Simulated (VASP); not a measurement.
**AlAs: band structure with PBEsol**

The system is AlAs.

```xyz
2
Lattice="0.0000 2.8409 2.8409 2.8409 0.0000 2.8409 2.8409 2.8409 0.0000" Properties=species:S:1:pos:R:3 pbc="T T T"
Al    0.0000    0.0000    0.0000
As    1.4204    1.4204    1.4204
```

```json
{
 "Program": "VASP 6.6.1",
 "Task": "band structure",
 "Functional": "PBEsol",
 "Potentials or basis": "VASP PAW PBE potentials, release 64 (Al, As)",
 "Cutoff": "520 eV",
 "k mesh": "8 × 8 × 8",
 "Occupations": "gaussian, width 0.03 eV",
 "Spin": "no spin polarisation",
 "Further INCAR settings": "ALGO = Normal; EDIFF = 1e-06; NBANDS = 11"
}
```

| Item | Value |
| --- | --- |
| Pressure | 0.0 GPa |
| Band gap on the k mesh | 1.34 eV, indirect (least direct gap 1.89 eV) |
| Band gap along the path | 1.34 eV, indirect (least direct gap 1.89 eV) |

Levels at the corners of the path, in eV from the valence-band top:
| point | band 2 | band 3 | band 4 | band 5 | band 6 | band 7 |
| --- | --- | --- | --- | --- | --- | --- |
| Γ | 0.00 | 0.00 | 0.00 | 1.89 | 4.24 | 4.24 |
| X | -5.40 | -2.16 | -2.16 | 1.34 | 2.22 | 10.20 |
| X | -5.40 | -2.16 | -2.16 | 1.34 | 2.22 | 10.20 |
| W | -5.06 | -3.17 | -2.82 | 4.23 | 5.56 | 5.61 |
| W | -5.06 | -3.17 | -2.82 | 4.23 | 5.56 | 5.61 |
| K | -5.15 | -3.41 | -1.79 | 2.15 | 4.88 | 8.08 |
| K | -5.15 | -3.41 | -1.79 | 2.15 | 4.88 | 8.08 |
| Γ | 0.00 | 0.00 | 0.00 | 1.89 | 4.24 | 4.24 |
| Γ | 0.00 | 0.00 | 0.00 | 1.89 | 4.24 | 4.24 |
| L | -5.55 | -0.82 | -0.82 | 2.04 | 4.62 | 4.62 |
| L | -5.55 | -0.82 | -0.82 | 2.04 | 4.62 | 4.62 |
| U | -5.15 | -3.41 | -1.79 | 2.15 | 4.88 | 8.08 |
| U | -5.15 | -3.41 | -1.79 | 2.15 | 4.88 | 8.08 |
| W | -5.06 | -3.17 | -2.82 | 4.23 | 5.56 | 5.61 |
| W | -5.06 | -3.17 | -2.82 | 4.23 | 5.56 | 5.61 |
| L | -5.55 | -0.82 | -0.82 | 2.04 | 4.62 | 4.62 |
| L | -5.55 | -0.82 | -0.82 | 2.04 | 4.62 | 4.62 |
| K | -5.15 | -3.41 | -1.79 | 2.15 | 4.88 | 8.08 |
| U | -5.15 | -3.41 | -1.79 | 2.15 | 4.88 | 8.08 |
| X | -5.40 | -2.16 | -2.16 | 1.34 | 2.22 | 10.20 |

Core levels (eV, on the scale of the bands):
```
atom                                                               levels
1 Al                                       1s -1501.9, 2s -99.2, 2p -60.6
2 As  1s -11707.3, 2s -1475.9, 2p -1292.7, 3s -179.9, 3p -123.3, 3d -30.4
```

It took 54 s on 1 thread of Intel(R) Xeon(R) Platinum 8259CL CPU @ 2.50GHz (Skylake/Cascade Lake) (shared host), peak memory 0.18 GiB.

Caveat: the PAW data sets were made with another functional, which shifts forces and pressure a little. As with any semilocal functional, this PBEsol gap is likely too small.
